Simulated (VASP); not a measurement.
# Y4N5 in VASP: further runs

Runs on Y4N5. Level: PBE. Tasks: single point.

All numbers are computed with VASP 6.6.1; they aren't measurements. Logs are shortened: lines on timing, memory, paths and dates and some standing lists are left out, and cuts for length are marked.

## 1. The structure

The cell holds a slab with vacuum, 9 atoms: a = 3.449 Å, b = 3.449 Å, c = 23.263 Å, α = 90.00°, β = 90.00°, γ = 120.00°.

## 2. Single point, PBE

INCAR reads:

```
PREC = Accurate ; ENCUT = 460
EDIFF = 1E-7 ; ISMEAR = 1
SIGMA = 0.02 ; LREAL = False
LASPH = True ; NELM = 120
ALGO = Normal ; ISIF = 2
LWAVE = False ; LCHARG = False
LDIPOL = True ; IDIPOL = 3
DIPOL = 0.5 0.5 0.500 ; GGA = PE
NBANDS = 52 ; LVHAR = True
LVACPOTAV = True
```

KPOINTS reads:

```
Automatic mesh
0
Gamma
  11 11 1
```

POSCAR reads:

```
Y4N5
1.0
    3.4485597718      0.0000000000      0.0000000000
   -1.7242798859      2.9865403689      0.0000000000
    0.0000000000      0.0000000000     23.2629490514
N Y
5 4
Direct
    0.3333333333      0.6666666667      0.2579208675
    0.0000000000      0.0000000000      0.3789604338
    0.6666666667      0.3333333333      0.5000000000
    0.3333333333      0.6666666667      0.6210395662
    0.0000000000      0.0000000000      0.7420791325
    0.6666666667      0.3333333333      0.3184406506
    0.3333333333      0.6666666667      0.4394802169
    0.0000000000      0.0000000000      0.5605197831
    0.6666666667      0.3333333333      0.6815593494
```

Potentials or basis: VASP PAW PBE potentials, release 64 (N, Y_sv).

The run is started by

```console
> cat potpaw_PBE.64/N/POTCAR potpaw_PBE.64/Y_sv/POTCAR > POTCAR
> mpirun -np 1 vasp_std > vasp.out
```

OUTCAR:

```text
PREC = Accurate
   ENCUT = 460
   EDIFF = 1E-7
   ISMEAR = 1
   LREAL = False
   LASPH = True
   NELM = 120
   ISIF = 2
   GGA = PE

 Found     16 irreducible k-points:

 Following reciprocal coordinates:
            Coordinates               Weight
  0.000000  0.000000  0.000000      1.000000
  0.090909  0.000000  0.000000      6.000000
  0.181818  0.000000  0.000000      6.000000
  0.272727  0.000000  0.000000      6.000000
  0.363636 -0.000000  0.000000      6.000000
  0.454545  0.000000  0.000000      6.000000
   k-points           NKPTS =     16   k-points in BZ     NKDIM =     16   number of bands    NBANDS=     52
   number of dos      NEDOS =    301   number of ions     NIONS =      9
   total plane-waves  NPLWV =  96768
   dimension x,y,z NGX =    24 NGY =   24 NGZ =  168
   dimension x,y,z NGXF=    48 NGYF=   48 NGZF=  336
   ions per type =               5   4
   NGX,Y,Z   is equivalent  to a cutoff of  11.57, 11.57, 12.01 a.u.
   NGXF,Y,Z  is equivalent  to a cutoff of  23.14, 23.14, 24.01 a.u.
 SYSTEM =  unknown system
   PREC   = accura    normal or accurate (medium, high low for compatibility)
   ISTART =      0    job   : 0-new  1-cont  2-samecut
   ICHARG =      2    charge: 1-file 2-atom 10-const
   ISPIN  =      1    spin polarized calculation?
   LNONCOLLINEAR =      F non collinear calculations
   LSORBIT =      F    spin-orbit coupling
   LASPH  =      T    aspherical Exc in radial PAW
   ENCUT  =  460.0 eV  33.81 Ry    5.81 a.u.   6.03  6.03 40.68*2*pi/ulx,y,z
   NELM   =    120;   NELMIN=  2; NELMDL= -5     # of ELM steps
   EDIFF  = 0.1E-06   stopping-criterion for ELM
   LREAL  =      F    real-space projection
   EDIFFG = 0.1E-05   stopping-criterion for IOM
   NSW    =      0    number of steps for IOM
   IBRION =     -1    ionic relax: 0-MD 1-quasi-New 2-CG
   NFREE  =      0    steps in history (QN), initial steepest desc. (CG)
   ISIF   =      2    stress and relaxation
   ISYM   =      2    0-nonsym 1-usesym 2-fastsym
   POTIM  = 0.5000    time-step for ionic-motion
   TEBEG  =    0.0;   TEEND  =   0.0 temperature during run
   PSTRESS=    0.0 pullay stress
   NELECT =      69.0000    total number of electrons
   NUPDOWN=      -1.0000    fix difference up-down
   EMIN   =  10.00;   EMAX   =-10.00  energy-range for DOS
   EFERMI =   0.00;   METHOD = LEGACY
   ISMEAR =     1;   SIGMA  =   0.02  broadening in eV -4-tet -1-fermi 0-gaus
   EFERMI_NEDOS =   21; number of points for ismear=-14 and -15
   IALGO  =     38    algorithm
   IMIX   =      4    mixing-type and parameters
     AMIX     =   0.40;   BMIX     =  1.00
     AMIX_MAG =   1.60;   BMIX_MAG =  1.00
  volume/ion in A,a.u.               =      26.62       179.65
  Fermi-wavevector in a.u.,A,eV,Ry     =   1.081104  2.042991 15.902303  1.168786
  Thomas-Fermi vector in A             =   2.217112
   LORBIT       =      0    0 simple, 1 ext, 2 COOP (PROOUT), +10 PAW based schemes
   GGA     = PE    functional components
   LHFCALC =     F    Hartree Fock is set to
   AEXX    =    0.0000 exact exchange contribution
   IVDW    =     0    specifies the selected vdW correction
   LEPSILON=     F    determine dielectric tensor
   LRPA    =     F    only Hartree local field effects (RPA)
 non-spin polarized calculation
 Methfessel and Paxton  Order N= 1 SIGMA  =   0.02
  energy-cutoff  :      460.00
  volume of cell :      239.59
 maximum number of plane-waves:      5432
   NGX = 13   NGY = 13   NGZ = 81

 number of electron      69.0000003 magnetization

 dipolmoment           0.000000      0.000000     -0.000000 electrons x Angstroem

 Free energy of the ion-electron system (eV)
  ---------------------------------------------------
  ext. energy  EPLUGINS =         0.00000000
  ---------------------------------------------------
  free energy    TOTEN  =       -73.50600411 eV

  energy without entropy =      -73.50515483  energy(sigma->0) =      -73.50572102

 E-fermi :  -1.7022     XC(G=0):  -6.6124

 val. band max:       -1.7039270185   @ k =   0.4545   0.0909   0.0000
 cond. band min:      -1.6986451528   @ k =   0.3636  -0.0000   0.0000
 fundamental gap:      0.0052818657
 Fermi energy:        -1.7021677338

 k-point     1 :       0.0000    0.0000    0.0000
  band No.  band energies     occupation
      1     -42.7858      2.00000
      2     -42.7244      2.00000
      3     -42.3445      2.00000
      4     -42.3441      2.00000
      5     -23.4353      2.00000
      6     -22.9946      2.00000
[... 38 lines left out ...]
     45       3.5044      0.00000
     46       3.5044      0.00000

 k-point     2 :       0.0909    0.0000    0.0000
  band No.  band energies     occupation
      1     -42.7781      2.00000
      2     -42.7189      2.00000
      3     -42.3382      2.00000
      4     -42.3379      2.00000
      5     -23.4050      2.00000
      6     -22.9886      2.00000
[... 38 lines left out ...]
     45       3.3916      0.00000
     46       3.6324      0.00000

 k-point     3 :       0.1818    0.0000    0.0000
  band No.  band energies     occupation
      1     -42.7573      2.00000
      2     -42.7044      2.00000
      3     -42.3215      2.00000
      4     -42.3212      2.00000
      5     -23.3235      2.00000
      6     -23.0040      2.00000
[... 38 lines left out ...]
     45       3.6774      0.00000
     46       3.8757      0.00000

 k-point     4 :       0.2727    0.0000    0.0000
  band No.  band energies     occupation
      1     -42.7290      2.00000
      2     -42.6861      2.00000
      3     -42.2994      2.00000
      4     -42.2993      2.00000
      5     -23.2393      2.00000
      6     -23.1250      2.00000
[... 38 lines left out ...]
     45       4.0819      0.00000
     46       4.2075      0.00000

 k-point     5 :       0.3636   -0.0000    0.0000
  band No.  band energies     occupation
      1     -42.7016      2.00000
      2     -42.6705      2.00000
      3     -42.2791      2.00000
      4     -42.2790      2.00000
      5     -23.3667      2.00000
      6     -23.1996      2.00000
[... 38 lines left out ...]
     45       4.7213      0.00000
     46       4.8606      0.00000

 k-point     6 :       0.4545    0.0000    0.0000
  band No.  band energies     occupation
      1     -42.6838      2.00000
      2     -42.6627      2.00000
      3     -42.2669      2.00000
      4     -42.2669      2.00000
      5     -23.4847      2.00000
      6     -23.2903      2.00000
[... 38 lines left out ...]
     45       5.1129      0.00000
     46       5.2721      0.00000

 [... further k-points ...]

 [bands above 46 left out]

------------------------ aborting loop because EDIFF is reached ----------------------------------------

  FORCE on cell =-STRESS in cart. coord.  units (eV):
  Direction    XX          YY          ZZ          XY          YZ          ZX
  --------------------------------------------------------------------------------------
  -------------------------------------------------------------------------------------
  Total        0.3451927      0.3451927     -3.7556708      0.0000000      0.0000000     -0.0000000
  in kB        2.3083476      2.3083476    -25.1146528      0.0000000      0.0000000     -0.0000000
  external PRESSURE =      -6.8326525 kB  Pullay stress =       0.0000000 kB

 VOLUME and BASIS-vectors are now :
 -----------------------------------------------------------------------------
  energy-cutoff  :      460.00
  volume of cell :      239.59
      direct lattice vectors                 reciprocal lattice vectors
     3.448559772  0.000000000  0.000000000     0.289976125  0.167417794  0.000000000
    -1.724279886  2.986540369  0.000000000     0.000000000  0.334835588  0.000000000
     0.000000000  0.000000000 23.262949051     0.000000000  0.000000000  0.042986811

 POSITION                                       TOTAL-FORCE (eV/Angst)
 -----------------------------------------------------------------------------------
     -0.00000      1.99103      6.00000        -0.000000      0.000000      1.803404
      0.00000      0.00000      8.81574         0.000000      0.000000      0.330828
      1.72428      0.99551     11.63147        -0.000000      0.000000      0.000000
     -0.00000      1.99103     14.44721        -0.000000     -0.000000     -0.330828
      0.00000      0.00000     17.26295         0.000000      0.000000     -1.803404
      1.72428      0.99551      7.40787        -0.000000      0.000000     -2.207796
     -0.00000      1.99103     10.22361        -0.000000     -0.000000     -0.084013
      0.00000      0.00000     13.03934         0.000000      0.000000      0.084013
      1.72428      0.99551     15.85508         0.000000     -0.000000      2.207796
 -----------------------------------------------------------------------------------
    total drift:                                0.000000     -0.000000      0.000000

  FREE ENERGIE OF THE ION-ELECTRON SYSTEM (eV)
  ---------------------------------------------------
  free  energy   TOTEN  =       -73.5060041105 eV

  energy  without entropy=      -73.5051548270  energy(sigma->0) =      -73.50572102

 vacuum level on the upper side and lower side of the slab         6.447         6.447
```

Wall time 4.7 min (1 thread of AMD EPYC 9R14 (Zen 4), shared host); peak memory 0.34 GiB.

These settings aren't checked as converged: the numbers below hold their error.

What came out:

```yaml
Free_energy: -73.5060 eV
Largest_force: 2.208 eV/Å
Band_gap_on_the_k_mesh: none (metal or under the smearing width)
Work_function_of_the_upper_face: 8.15 eV
Work_function_of_the_lower_face: 8.15 eV
```

Caveat: the cutoff is under 1.25 times the usual one of these potentials, so pressure, stress and relaxed cells hold a basis-set (Pulay) error.

## 3. Single point, PBE

This run uses another cell than the first one, of 22.04 Å³/atom, 0.828 times its volume.

INCAR: that of step 2 with these lines changed.

```diff
@@ -2,3 +2,3 @@
 EDIFF = 1E-7 ; ISMEAR = 1
-SIGMA = 0.02 ; LREAL = False
+SIGMA = 0.1 ; LREAL = False
 LASPH = True ; NELM = 120
```

KPOINTS reads:

```
Automatic mesh
0
Gamma
  14 14 1
```

POSCAR reads:

```
Y4N5
1.0
    3.4485597718      0.0000000000      0.0000000000
   -1.7242798859      2.9865403689      0.0000000000
    0.0000000000      0.0000000000     19.2629490514
N Y
5 4
Direct
    0.3333333333      0.6666666667      0.2076525245
    0.0000000000      0.0000000000      0.3538262623
    0.6666666667      0.3333333333      0.5000000000
    0.3333333333      0.6666666667      0.6461737377
    0.0000000000      0.0000000000      0.7923474755
    0.6666666667      0.3333333333      0.2807393934
    0.3333333333      0.6666666667      0.4269131311
    0.0000000000      0.0000000000      0.5730868689
    0.6666666667      0.3333333333      0.7192606066
```

Potentials or basis: VASP PAW PBE potentials, release 64 (N, Y_sv).

The run is started by

```console
> cat potpaw_PBE.64/N/POTCAR potpaw_PBE.64/Y_sv/POTCAR > POTCAR
> mpirun -np 1 vasp_std > vasp.out
```

It took 4.7 min on 1 thread of AMD EPYC 9R14 (Zen 4), shared host; peak memory 0.32 GiB.

The run converged, but some of its settings lie outside the range that counts as converged, so its numbers aren't taken as properties of the slab.

What came out:

| Quantity | Value |
| --- | --- |
| Free energy | -73.5134 eV |
| Largest force | 2.263 eV/Å |
| Band gap on the k mesh | none (metal or under the smearing width) |
| Work function of the upper face | 8.13 eV |
| Work function of the lower face | 8.13 eV |

Caveat: the cutoff is under 1.25 times the usual one of these potentials, so pressure, stress and relaxed cells hold a basis-set (Pulay) error.

## 4. Single point, PBE

This run uses another cell than the first one, of 24.33 Å³/atom, 0.914 times its volume.

INCAR is that of step 3.

KPOINTS is that of step 3.

POSCAR reads:

```
Y4N5
1.0
    3.4485597718      0.0000000000      0.0000000000
   -1.7242798859      2.9865403689      0.0000000000
    0.0000000000      0.0000000000     21.2629490514
N Y
5 4
Direct
    0.3333333333      0.6666666667      0.2351508245
    0.0000000000      0.0000000000      0.3675754122
    0.6666666667      0.3333333333      0.5000000000
    0.3333333333      0.6666666667      0.6324245878
    0.0000000000      0.0000000000      0.7648491755
    0.6666666667      0.3333333333      0.3013631183
    0.3333333333      0.6666666667      0.4337877061
    0.0000000000      0.0000000000      0.5662122939
    0.6666666667      0.3333333333      0.6986368817
```

The run is started by

```console
> cat potpaw_PBE.64/N/POTCAR potpaw_PBE.64/Y_sv/POTCAR > POTCAR
> mpirun -np 1 vasp_std > vasp.out
```

It took 5.1 min on 1 thread of AMD EPYC 9R14 (Zen 4), shared host; peak memory 0.36 GiB.

The run converged, but some of its settings lie outside the range that counts as converged, so its numbers aren't taken as properties of the slab.

Results:

* Free energy: -73.5132 eV
* Largest force: 2.263 eV/Å
* Band gap on the k mesh: none (metal or under the smearing width)
* Work function of the upper face: 8.14 eV
* Work function of the lower face: 8.14 eV

Caveat: the cutoff is under 1.25 times the usual one of these potentials, so pressure, stress and relaxed cells hold a basis-set (Pulay) error.

(Continued in part 2 of 2.)
